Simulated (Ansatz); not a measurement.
Crystal: Al2Cu (Khatyrkite).

```
Cu Al
1.0
    -3.03350    3.03350    2.43850
     3.03350   -3.03350    2.43850
     3.03350    3.03350   -2.43850
Cu Al
2 4
Direct
  0.25000 0.25000 0.00000
  0.75000 0.75000 0.00000
  0.34190 0.15810 0.50000
  0.84190 0.34190 0.18380
  0.65810 0.84190 0.50000
  0.15810 0.65810 0.81620
```

Base run:

```yaml
Program: Ansatz 0.2.0
Functional: revPBE
Potentials_or_basis: Ansatz PAW
Cutoff: "420 eV (not typed: the program's choice for these potentials)"
k_mesh: 7 × 7 × 7
Occupations: fermi-dirac, width 0.05 eV
Spin: no spin polarisation
```

Its results: band gap on the k mesh none (metal or under the smearing width); pressure 1.5 GPa; largest force 0.016 eV/Å.

Question: After a change of settings the same cell gave: band gap on the k mesh none (metal or under the smearing width); pressure -3.9 GPa; largest force 0.087 eV/Å. Which change was it?
A. functional from revPBE to BLYP
B. functional from revPBE to LDA
C. functional from revPBE to r2SCAN; cutoff from 420 eV (not typed: the program's choice for these potentials) to 500 eV (not typed: the program's choice for these potentials)
D. functional from revPBE to RPBE

Answer: C.

Caveats: the PAW data sets come from PBE, with cores solved anew for the run's functional, which leaves a small shift of forces and pressure.

Runs at the PBE level aren't shown here.
